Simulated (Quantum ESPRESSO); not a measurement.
Here is a Quantum ESPRESSO 7.5 calculation.

The input scf.in:

```
&CONTROL
  calculation = 'scf'
  prefix = 'pwscf'
  outdir = './tmp'
  pseudo_dir = './pseudo'
/
&SYSTEM
  ibrav = 0
  nat = 2
  ntyp = 2
  ecutwfc = 82
  nbnd = 9
  occupations = 'smearing'
  smearing = 'fd'
  degauss = 0.00367493
  force_symmorphic = .true.
/
&ELECTRONS
  conv_thr = 4d-10
  electron_maxstep = 120
  mixing_beta = 0.5
/
ATOMIC_SPECIES
Si    28.0850 Si.upf
C     12.0110 C.upf
CELL_PARAMETERS angstrom
   0.0000000000    2.1790000000    2.1790000000
   2.1790000000    0.0000000000    2.1790000000
   2.1790000000    2.1790000000    0.0000000000
ATOMIC_POSITIONS crystal
Si     0.0000000000    0.0000000000    0.0000000000
C      0.7500000000    0.7500000000    0.7500000000
K_POINTS automatic
10 10 10 0 0 0
```

The input nscf.in:

```
&CONTROL
  calculation = 'nscf'
  prefix = 'pwscf'
  outdir = './tmp'
  pseudo_dir = './pseudo'
/
&SYSTEM
  ibrav = 0
  nat = 2
  ntyp = 2
  ecutwfc = 82
  nbnd = 124
  occupations = 'fixed'
  force_symmorphic = .true.
/
&ELECTRONS
  conv_thr = 1d-08
  diago_full_acc = .true.
  diago_thr_init = 1d-06
/
ATOMIC_SPECIES
Si    28.0850 Si.upf
C     12.0110 C.upf
CELL_PARAMETERS angstrom
   0.0000000000    2.1790000000    2.1790000000
   2.1790000000    0.0000000000    2.1790000000
   2.1790000000    2.1790000000    0.0000000000
ATOMIC_POSITIONS crystal
Si     0.0000000000    0.0000000000    0.0000000000
C      0.7500000000    0.7500000000    0.7500000000
K_POINTS automatic
6 6 6 0 0 0
```

Potentials or basis: PseudoDojo 0.4.1 SR PBE standard.

Command:

```sh
$ OMP_NUM_THREADS=1 pw.x -in scf.in > scf.out
$ OMP_NUM_THREADS=1 pw.x -in nscf.in > nscf.out
```

Question: Estimate the band gap on the k mesh, mean-field level.

Answer: 1.36 eV, indirect (least direct gap 4.55 eV).

**What was measured.**

From “Insight into the structural, elastic and electronic properties of a new orthorhombic 6O-SiC polytype”, 2020, pmc:7200658, for a bulk crystal of SiC: band gap 2.4 eV (indirect).

Against the measured gap of SiC, 2.4 eV (indirect; quoted in “Insight into the structural, elastic and electronic properties of a new orthorhombic 6O-SiC polytype”, 2020, pmc:7200658), the calculated 1.36 eV is off by -1.04 eV. The value is that of PBE on a finite k mesh, which can miss the band edges, without temperature or zero-point motion. Semilocal functionals fall short of measured gaps as a rule.
